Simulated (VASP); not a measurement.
VASP 6.6.1 run: NaF

INCAR

```
LREAL = .FALSE.
LCHARG = .FALSE.
NSW = 0
NBANDS = 14
ISIF = 2
NELM = 120
IBRION = -1
EDIFF = 1E-7
PREC = Accurate
ENCUT = 520
LASPH = .TRUE.
LWAVE = .FALSE.
GGA = PE
BMIX = 0.5
ISMEAR = -1
SIGMA = 0.02
```

KPOINTS

```
KPOINTS created by Atomic Simulation Environment
0
Gamma
10 10 10
0 0 0
```

POSCAR

```
Na F
 1.0000000000000000
    -0.0101994263000000    2.2954681837000002    2.2954681837000002
     2.2954681837000002   -0.0101994263000000    2.2954681837000002
     2.2954681837000002    2.2954681837000002   -0.0101994263000000
 Na  F
   1   1
Cartesian
  0.0000000000000000  0.0000000000000000  0.0000000000000000
  2.2903684705500003  2.2903684705500003  2.2903684705500003
```

The recommended PBE PAW datasets give the neutral cell 14 valence electrons.

Command

```
mpirun -np 1 vasp_std
```

Problem. How does this run end, and what does it give?

Solution. It converged. Results: gap between bands v and c on the k mesh 6.40 eV; least direct gap on the k mesh 6.40 eV; pressure 3.2 GPa. Band v is the last that the valence electrons fill when counted band by band, and c is the next.

OSZICAR

```
N       E                     dE             d eps       ncg     rms          rms(c)
DAV:   1     0.107520555931E+03    0.10752E+03   -0.77642E+03  3332   0.122E+03
DAV:   2    -0.399270076940E+01   -0.11151E+03   -0.10390E+03  3560   0.343E+02
DAV:   3    -0.940017477725E+01   -0.54075E+01   -0.53971E+01  4028   0.686E+01
DAV:   4    -0.944418352474E+01   -0.44009E-01   -0.44007E-01  3686   0.656E+00
DAV:   5    -0.944463665875E+01   -0.45313E-03   -0.45313E-03  4088   0.666E-01    0.542E+00
DAV:   6    -0.856150208292E+01    0.88313E+00   -0.35955E+00  3886   0.164E+01    0.205E+00
DAV:   7    -0.854911651270E+01    0.12386E-01   -0.59034E-02  3368   0.244E+00    0.102E+00
DAV:   8    -0.855200004904E+01   -0.28835E-02   -0.29858E-02  3470   0.307E+00    0.178E-01
DAV:   9    -0.855172793263E+01    0.27212E-03   -0.13127E-03  4106   0.346E-01    0.454E-02
DAV:  10    -0.855190037909E+01   -0.17245E-03   -0.18407E-04  3470   0.166E-01    0.113E-02
DAV:  11    -0.855190014964E+01    0.22945E-06   -0.60039E-06  4160   0.671E-02    0.261E-03
DAV:  12    -0.855190047109E+01   -0.32145E-06   -0.12098E-06  3494   0.123E-02    0.158E-03
DAV:  13    -0.855190044673E+01    0.24363E-07   -0.13283E-07  3824   0.419E-03
   1 F= -.85519004E+01 E0= -.85519004E+01  d E =-.852939E-12
```

For comparison, a separate PBE run of the intended cell, on usual settings and not on those above, gives a gap of 6.40 eV on its mesh and a pressure of 3.3 GPa.
